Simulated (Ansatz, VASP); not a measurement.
# Sr: VASP beside Ansatz

```
CELL_PARAMETERS angstrom
-1.72380 1.72380 1.72380
1.72380 -1.72380 1.72380
1.72380 1.72380 -1.72380
ATOMIC_POSITIONS crystal
Sr 0.00000 0.00000 0.00000
```

Change from the starting cell: volume scaled by 0.4, LAPW.

Alike in both runs: task single point; functional PBEsol; k mesh 11 × 11 × 11; occupations fermi-dirac, width 0.08 eV; no spin polarisation.

|  | VASP | Ansatz |
| --- | --- | --- |
| version | VASP 6.6.1 | Ansatz 0.2.0 |
| potentials or method | VASP PAW PBE potentials, release 64 (Sr_sv), cutoff 520 eV | all-electron LAPW, scalar-relativistic |

Ansatz gave:

* pressure (GPa): 43.2

Problem. Estimate VASP's values.

Solution. Pressure (GPa): 44.2.

Ansatz ran all-electron here, so the differences hold the error of VASP's frozen core and of both bases.

Caveats: so large a pressure means that the cell lies far from this level's equilibrium, or that cutoff or potentials fall short (VASP); the potentials were made for another functional, which shifts forces and pressure (VASP).
